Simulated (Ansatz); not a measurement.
# Na: response to strain

Aim: deform Na (equal xx and yy strain of -2 %) and compute stress, forces and field gradients with LAPW, PAW and all-electron datasets made for the crystal.

Method: DFT PBE, scalar-relativistic, in Ansatz 0.2.0.

## Step 1: The starting structure

Symmetry: P6_3/mmc, No. 194, hexagonal system. Conventional cell: a = 3.767 Å, b = 3.767 Å, c = 6.154 Å, α = 90.00°, β = 90.00°, γ = 120.00°. Na (site symmetry -6m2) has 12 Na at 3.77 Å as nearest neighbours.

As a file:

```cif
data_structure
_symmetry_space_group_name_H-M 'P 1'
_symmetry_Int_Tables_number 1
_cell_length_a 3.7670
_cell_length_b 3.7670
_cell_length_c 6.1540
_cell_angle_alpha 90.000
_cell_angle_beta 90.000
_cell_angle_gamma 120.000
_cell_volume 75.63
loop_
_atom_site_label
_atom_site_type_symbol
_atom_site_fract_x
_atom_site_fract_y
_atom_site_fract_z
_atom_site_occupancy
Na1 Na 0.33333 0.66667 0.25000 1
Na2 Na 0.66667 0.33333 0.75000 1
```

Atoms are numbered in the order of the input: Na1, Na2.

## Step 2: The deformed structure

Space group P6_3/mmc before, P6_3/mmc after.

## Step 3: All-electron LAPW

Input file input.yaml:

```yaml
crystal:
  lattice:
    - [3.6916609776, 0.0, 0.0]
    - [-1.8458304888, 3.1970721888, 0.0]
    - [0.0, 0.0, 6.154]
  atoms:
    - { symbol: Na, position: [0.3333333333, 0.6666666667, 0.25] }
    - { symbol: Na, position: [0.6666666667, 0.3333333333, 0.75] }
kpoints:
  mp_grid: { grid: [13, 13, 7] }
  band_path:
    path:
      - [0.0, 0.0, 0.0]
      - [0.5, 0.0, 0.0]
      - [0.3333333333, 0.3333333333, 0.0]
      - [0.0, 0.0, 0.0]
      - [0.0, 0.0, 0.5]
      - [0.5, 0.0, 0.5]
      - [0.3333333333, 0.3333333333, 0.5]
      - [0.0, 0.0, 0.5]
      - [0.5, 0.0, 0.5]
    npoints: 5
scf:
  occupations: { method: fermi_dirac, width: 0.05 }
hamiltonian:
  xc: pbe
  pseudopotentials: { kind: all_electron, lapw: { basis_error: 0.00025 } }
output:
  forces: true
  stress: true
  eigenvalues: true
```

Started as:

```
ansatz run input.yaml --threads 1 --pin off --max-ram 3072MiB --backend cpu --events-out ev --progress --plain --runs-dir out
```

Output, cut to the lines that bear on the results:

```text
LAPW: plane waves up to 4.970 Å⁻¹, error target 2.5e-4 eV per atom; small_component_spin mean_spin; Na in spheres of 1.846 Å, 9 of its electrons in bands, Dirac shells []
[...]
Pseudopotentials: kind: all_electron
Pseudopotential: Na, LAPW, valence charge 9, Koelling and Harmon's equation, gaussian nucleus
Functional definition: PBE
[...]
Crystal: 2 atoms, lattice volume = 72.633 Å³
Basis set: ecut = 94.12558945975623 eV, 135 PW (Γ), exchange–correlation at level 2
Bands: 13, of which v1, the nominal top of the filled ones, is band 9 counted from 1 (8 counted from 0)
Symmetry: 24 space group operations
Space group: P63/mmc (ITA 194), of the structure as read, at distance tolerance 4.2e-5 Å
k-points: 84 of 1183
[...]
SCF iter   1: F=—  HF=-8840.150751 eV  |F-HF|=—  |Δ(HF+E_count)|=         —  Δρ=1.88e-3  dr2=3.38e-3  ethr=1.88e-5  ⟨swp⟩=4.2  Hψ=8642  notcnv=0
[...]
SCF iter   7: F=-8840.149319 eV  HF=-8840.149319 eV  |F-HF|=4.70e-9  |Δ(HF+E_count)|=   1.49e-7  Δρ=3.04e-6  dr2=1.18e-8  ethr=1.16e-9  ⟨swp⟩=2.8  Hψ=3338  notcnv=0
[...]
NSCF: frozen V_eff on 41 k-points
SCF converged after 7 iterations
Free energy (F): -8840.149319 eV
[...]
E sigma→0 (E₀):  -8840.145828 eV
Entropy (-TS):   -0.006982 eV (-3.491 meV/atom)
Fermi energy:    1.678131 eV
[...]
--- Forces (eV/Å), atoms counted from 1 ---
  atom   1  Na     0.00000000     0.00000000     0.00000000
  atom   2  Na     0.00000000    -0.00000000     0.00000000
[...]
--- Stress (GPa, compression-positive) ---
        0.203086       0.000000       0.000000
        0.000000       0.203086       0.000000
        0.000000       0.000000       0.114084
  P = ⅓ Tr σ = 0.1734 GPa (1.734 kbar)
--- Band table (eV; the first three rows and the last of 84) ---
  k-point 0: bands = ["-51.3024", "-51.3006", "-23.2418", "-23.2118", "-23.2118", "-23.2071", "-23.2071", "-23.2062", "-1.6402", "2.1419", "2.5376", "11.9459", "11.9459"]
[...]
```

It took 6.2 s on 1 thread of Intel Xeon Platinum 8488C (Sapphire Rapids), shared host; peak memory 0.31 GiB.

Result: pressure 0.17 GPa; no gap.

## Step 4: Frozen-core PAW

Input file input.yaml:

```yaml
crystal:
  lattice:
    - [3.6916609776, 0.0, 0.0]
    - [-1.8458304888, 3.1970721888, 0.0]
    - [0.0, 0.0, 6.154]
  atoms:
    - { symbol: Na, position: [0.3333333333, 0.6666666667, 0.25] }
    - { symbol: Na, position: [0.6666666667, 0.3333333333, 0.75] }
kpoints:
  mp_grid: { grid: [13, 13, 7] }
scf:
  occupations: { method: fermi_dirac, width: 0.05 }
hamiltonian:
  xc: pbe
  pseudopotentials: { kind: paw }
output:
  forces: true
  stress: true
  eigenvalues: true
  efg: { contact_densities: true }
  write_density: true
  write_potential: true
  elf: true
  volumetric_format: npy
```

Started as:

```
ansatz run input.yaml --threads 1 --pin off --max-ram 3072MiB --backend cpu --events-out ev --progress --plain --runs-dir out
```

Output:

```text
Engine: ansatz 0.2.0
Pseudopotentials: kind: paw
Pseudopotential: Na, paw, valence charge 9, recommended cutoff 420 eV (normal)
[... 1 set-up line as earlier in the session ...]
  parameter kappa = 0.804
  parameter beta = 0.06672455060314922
  exchange = pbe_x(kappa = kappa, mu = beta*pi^2/3)
  correlation = pbe_c(beta = beta)
Crystal: 2 atoms, lattice volume = 72.633 Å³
Basis set: ecut = 420 eV, 1401 PW (Γ), exchange–correlation on 50×50×90 points (8 copies of the dense FFT grid, shifted against one another)
Bands: 13, of which v1, the nominal top of the filled ones, is band 9 counted from 1 (8 counted from 0)
[... 2 set-up lines as earlier in the session ...]
k-points: 84 of 1183
Non-local potential: Na, projectors of the file, l = 0: 3, l = 1: 2, l = 2: 1
PAW form: soft (Blöchl's): semilocal exchange-correlation on the pseudo side does not see the compensation charge
PAW one-centre angular grid: Na, 110 points (default); XC on 64 Gauss nodes
Initial density: superposition of atomic densities (neutral atoms: chi_scale 0, normalization atom), corrected by the library's trained network
Initial wavefunctions: pseudopotential atomic-orbital guess
Functional: x = pbe(κ = 0.804, μ = 0.2195149727645171), c = pbe(β = 0.06672455060314922)
SCF iter   1: F=—  HF=-2972.835764 eV  |F-HF|=—  |Δ(HF+E_count)|=         —  Δρ=5.49e-4  dr2=1.22e-4  ethr=1.77e-3  ⟨swp⟩=4.2  Hψ=5599  notcnv=0
preconditioner: auto → Kerker (q_TF=auto, 2.162 Å⁻¹)  [metal: Δε(μ)=0.088 eV  Ē_g=4.881 eV  σ=0.050 eV  W_gap=0.38  n_scr=10 (ndim 8)  ℏωp=6.2 eV  f_vac=0.000  D(μ)=0.79/eV (n_scr^D=2)]
SCF iter   2: F=—  HF=-2972.835188 eV  |F-HF|=—  |Δ(HF+E_count)|=   5.76e-4  Δρ=2.22e-4  dr2=3.54e-5  ethr=6.80e-7  ⟨swp⟩=2.0  Hψ=2477  notcnv=0
SCF iter   3: F=—  HF=-2972.835232 eV  |F-HF|=—  |Δ(HF+E_count)|=   4.40e-5  Δρ=1.29e-4  dr2=1.68e-5  ethr=1.97e-7  ⟨swp⟩=2.0  Hψ=1681  notcnv=0
SCF iter   4: F=—  HF=-2972.835251 eV  |F-HF|=—  |Δ(HF+E_count)|=   1.93e-5  Δρ=5.06e-5  dr2=1.99e-6  ethr=9.32e-8  ⟨swp⟩=2.8  Hψ=1689  notcnv=0
iter 5 did not close the SCF: its close was put off for the readings that it lacked (scf_convergence_deferred on its scf_iter line)
SCF iter   5: F=-2972.835252 eV  HF=-2972.835252 eV  |F-HF|=8.63e-8  |Δ(HF+E_count)|=   4.61e-7  Δρ=1.55e-5  dr2=9.39e-8  ethr=1.11e-8  ⟨swp⟩=2.0  Hψ=1680  notcnv=0
SCF iter   6: F=-2972.835252 eV  HF=-2972.835252 eV  |F-HF|=4.71e-9  |Δ(HF+E_count)|=   3.21e-8  Δρ=5.00e-6  dr2=1.26e-8  ethr=5.22e-10  ⟨swp⟩=5.5  Hψ=6354  notcnv=0
SCF 1 converged in 6 iterations: F = -2972.835252 eV  dr2 = 1.26e-8
SCF converged after 6 iterations
Free energy (F): -2972.835252 eV
Harris-Foulkes:  -2972.835252 eV  (|F-HF|=4.71e-9)
Internal energy: -2972.828267 eV  (E = F + TS)
E sigma→0 (E₀):  -2972.831760 eV
Entropy (-TS):   -0.006984 eV (-3.492 meV/atom)
Fermi energy:    1.827248 eV
--- Per-component energies (eV) ---
  E_band       = -480.357115
  E_kinetic    = 240.431427
  E_local      = -2873.866871  (includes V_loc(G=0)·N_el)
  E_nonlocal   = 230.246766
  E_hartree    = 1050.645366
  E_xc         = -76.768568
  E_vxc        = -98.639422  (∫ρ·V_xc dr)
  E_paw        = -526.324499  (= ΣΔE_a)
  E_vpaw       = -79.822595  (= ΣTr[D̂ρ^β])
  E_aug_tail   = -0.000056  (compensation charges beyond the density's cutoff)
  E_ewald      = -1017.191831
  E_smearing   = -0.006984  (= −TS)
  E_closure    = -0.000000  (closes the sum)
  Σ components = -2972.835252   (vs F -2972.835252, Δ=0.00e0)
--- Forces (eV/Å), atoms counted from 1 ---
  atom   1  Na     0.00000000    -0.00000000     0.00000000
  atom   2  Na     0.00000000     0.00000000     0.00000000
  max |Σ_I F_I| component: 3.61e-20 eV/Å
--- Stress (GPa, compression-positive) ---
        0.192534       0.000000       0.000000
       -0.000000       0.192534       0.000000
        0.000000       0.000000       0.103468
  P = ⅓ Tr σ = 0.1628 GPa (1.628 kbar)
--- PAW observables at the nuclei: V_zz in 10²¹ V/m², potentials from the cell's mean, atoms counted from 1 ---
  atom   1  Na V_zz =    -0.045507   η = 0.0000   by run symmetry: allowed
            electrostatic potential = -971.630822 V   contact ρ = 5906.873825 e/Å³
  atom   2  Na V_zz =    -0.045507   η = 0.0000   by run symmetry: allowed
            electrostatic potential = -971.630822 V   contact ρ = 5906.873825 e/Å³
--- Band table (eV; the first three rows and the last of 84) ---
  k-point 0: bands = ["-51.1490", "-51.1472", "-23.0876", "-23.0575", "-23.0575", "-23.0529", "-23.0529", "-23.0520", "-1.4903", "2.2904", "2.6873", "12.0952", "12.0952"]
  k-point 1: bands = ["-51.1489", "-51.1473", "-23.0859", "-23.0573", "-23.0573", "-23.0538", "-23.0531", "-23.0531", "-1.4066", "1.4395", "3.6805", "11.3872", "12.1565"]
  k-point 2: bands = ["-51.1486", "-51.1475", "-23.0809", "-23.0587", "-23.0567", "-23.0567", "-23.0538", "-23.0538", "-1.1562", "0.5634", "4.9835", "9.6769", "12.3304"]
  k-point 83: bands = ["-51.1465", "-51.1464", "-23.0828", "-23.0828", "-23.0764", "-23.0744", "-23.0600", "-23.0594", "3.3140", "3.7585", "4.2636", "4.5064", "5.2566"]
```

Wall time 3.9 s (1 thread of Intel Xeon Platinum 8488C (Sapphire Rapids), shared host); peak memory 0.41 GiB.

Result: pressure 0.16 GPa; no gap; Vzz Na1 -0.05 (η = 0.00) (10²¹ V/m²).

Density in a lattice plane of the grid's cell (edges 3.69 and 6.15 Å, at 0.333 of the third edge), which holds Na.

Values in e/Å³, 12 rows by 8 columns:
```
 0.03  0.03  0.03  0.03  0.05  0.10  0.08  0.04
 0.04  0.03  0.03  0.05  0.46  3.76  2.35  0.18
 0.05  0.03  0.03  0.07  2.38 17.06 11.85  0.65
 0.04  0.03  0.03  0.05  0.48  4.01  2.50  0.19
 0.03  0.03  0.03  0.03  0.05  0.08  0.07  0.04
 0.03  0.03  0.03  0.03  0.03  0.03  0.03  0.03
 0.03  0.03  0.03  0.03  0.03  0.03  0.03  0.03
 0.04  0.05  0.05  0.03  0.03  0.03  0.03  0.03
 0.04  0.07  0.07  0.04  0.03  0.03  0.03  0.03
 0.04  0.05  0.05  0.03  0.03  0.03  0.03  0.03
 0.03  0.03  0.03  0.03  0.03  0.03  0.03  0.03
 0.03  0.03  0.03  0.03  0.03  0.03  0.03  0.03
```
Columns run along the first of these edges and rows up along the second, over one cell in 8 and 12 even steps from the bottom left corner. Atoms in the plane (fractional): Na at (0.67, 0.75).

ELF in the same plane.

Values, 12 rows by 8 columns:
```
0.27 0.51 0.47 0.16 0.03 0.06 0.05 0.05
0.05 0.41 0.29 0.03 0.34 0.61 0.59 0.16
0.04 0.34 0.20 0.04 0.55 0.29 0.45 0.38
0.05 0.41 0.29 0.03 0.34 0.59 0.57 0.16
0.27 0.51 0.47 0.15 0.03 0.05 0.04 0.04
0.48 0.47 0.48 0.46 0.33 0.22 0.24 0.38
0.27 0.15 0.17 0.34 0.51 0.55 0.55 0.47
0.06 0.03 0.04 0.11 0.39 0.55 0.53 0.28
0.03 0.04 0.04 0.06 0.31 0.54 0.51 0.19
0.05 0.03 0.03 0.10 0.39 0.56 0.53 0.28
0.27 0.15 0.18 0.34 0.50 0.55 0.54 0.47
0.48 0.48 0.48 0.47 0.34 0.21 0.24 0.39
```
Columns run along the first of these edges and rows up along the second, over one cell in 8 and 12 even steps from the bottom left corner. Atoms in the plane (fractional): Na at (0.67, 0.75).

Both are smooth fields of the valence electrons: close to the nuclei they are not physical.

The highest ELF values outside the cores: 0.57 between the atoms, 2.2 Å from Na.

## Step 5: All-electron PAW on datasets made for the crystal

input.yaml: that of step 4 with these lines changed.

```diff
@@ -14,3 +14,3 @@
   xc: pbe
-  pseudopotentials: { kind: paw }
+  pseudopotentials: { kind: all_electron, datasets: crystal }
 output:
@@ -20,5 +20 @@
   efg: { contact_densities: true }
-  write_density: true
-  write_potential: true
-  elf: true
-  volumetric_format: npy
```

Started as:

```
ansatz run input.yaml --threads 1 --pin off --max-ram 3072MiB --backend cpu --events-out ev --progress --plain --runs-dir out
```

Output, cut to the lines that bear on the results:

```text
[...]
[... 1 set-up line as earlier in the session ...]
Pseudopotential: Na, paw, valence charge 9, recommended cutoff 160 eV (normal), Koelling and Harmon's equation, gaussian nucleus
[... 1 set-up line as earlier in the session ...]
[...]
Crystal: 2 atoms, lattice volume = 72.633 Å³
Basis set: ecut = 160 eV, 337 PW (Γ), exchange–correlation on 32×32×54 points (8 copies of the dense FFT grid, shifted against one another)
Bands: 13, of which v1, the nominal top of the filled ones, is band 9 counted from 1 (8 counted from 0)
[... 2 set-up lines as earlier in the session ...]
k-points: 84 of 1183
[...]
SCF iter   1: F=—  HF=-8840.163392 eV  |F-HF|=—  |Δ(HF+E_count)|=         —  Δρ=3.64e-3  dr2=1.93e-2  ethr=1.09e-4  ⟨swp⟩=5.6  Hψ=7617  notcnv=1
[...]
--- Forces (eV/Å), atoms counted from 1 ---
  atom   1  Na     0.00000000     0.00000000     0.00000000
  atom   2  Na    -0.00000000    -0.00000000     0.00000000
[...]
--- Stress (GPa, compression-positive) ---
        0.202805       0.000000       0.000000
        0.000000       0.202805       0.000000
        0.000000       0.000000       0.113559
  P = ⅓ Tr σ = 0.1731 GPa (1.731 kbar)
--- PAW observables at the nuclei: V_zz in 10²¹ V/m², potentials from the cell's mean, atoms counted from 1 ---
  atom   1  Na V_zz =    -0.049583   η = 0.0000   by run symmetry: allowed
            electrostatic potential = -971.596300 V   contact ρ = 5909.712119 e/Å³
  atom   2  Na V_zz =    -0.049583   η = 0.0000   by run symmetry: allowed
            electrostatic potential = -971.596300 V   contact ρ = 5909.712119 e/Å³
--- Band table (eV; the first three rows and the last of 84) ---
  k-point 0: bands = ["-51.3027", "-51.3009", "-23.2422", "-23.2121", "-23.2121", "-23.2074", "-23.2074", "-23.2066", "-1.6402", "2.1419", "2.5376"]
[...]
```

It took 5.8 s on 1 thread of Intel Xeon Platinum 8488C (Sapphire Rapids), shared host; peak memory 0.37 GiB.

Read from it: pressure 0.17 GPa; no gap; Vzz Na1 -0.05 (η = 0.00) (10²¹ V/m²).

## Step 6: Side by side

Stress (GPa, compression positive):

```
          method    xx    yy    zz    yz    xz    xy
            LAPW  0.20  0.20  0.11  0.00  0.00  0.00
             PAW  0.19  0.19  0.10  0.00  0.00  0.00
crystal datasets  0.20  0.20  0.11  0.00  0.00  0.00
```

| method | pressure (GPa) | Vzz Na1 (10²¹ V/m²) | SCF cycles, all passes |
| --- | --- | --- | --- |
| LAPW | 0.17 | – | 7 |
| PAW | 0.16 | -0.05 | 6 |
| crystal datasets | 0.17 | -0.05 | 8 |

## Step 7: Outcome

```
                                 quantity                                           value
                                 pressure  LAPW 0.17, PAW 0.16, crystal datasets 0.17 GPa
largest shear or deviatoric stress (LAPW)                                        0.06 GPa
```

What this shows: The largest part of the stress beyond the pressure is 0.06 GPa in size, in the zz component; the atoms are carried along and not relaxed. No run of the undeformed cell stands beside it, so the pressure holds what the given cell had before the change. PAW: stress within 0.01 GPa of LAPW. Crystal datasets: stress within 0.01 GPa of LAPW.
